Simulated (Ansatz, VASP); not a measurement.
## Si: VASP beside Ansatz

```
Si
1.0
     2.52700    0.00000    0.00000
    -1.26350    2.18845    0.00000
     0.00000    0.00000    2.37300
Si
1
Direct
  0.00000 0.00000 0.00000
```

This isn't the form of Si at room conditions, which is diamond.

Alike in both runs: task single point; functional PBEsol; k mesh 10 × 10 × 10; no spin polarisation.

|  | VASP | Ansatz |
| --- | --- | --- |
| version | VASP 6.6.1 | Ansatz 0.2.0 |
| potentials or method | VASP PAW PBE potentials, release 64 (Si) | plane waves, PAW |
| plane-wave cutoff (eV) | 520 | 450 |
| occupations | methfessel-paxton of order 1, width 0.05 eV | cold, width 0.05 eV |
| valence electrons in the cell | 4 | 4 |

```tsv
	VASP	Ansatz	Ansatz less VASP
pressure (GPa)	18.2	18.0	-0.25
largest component of the traceless stress (GPa)	6.43	6.62	+0.190
```

Caveats: so large a pressure means that the cell lies far from this level's equilibrium, or that cutoff or potentials fall short (VASP); the potentials were made for another functional, which shifts forces and pressure (VASP).
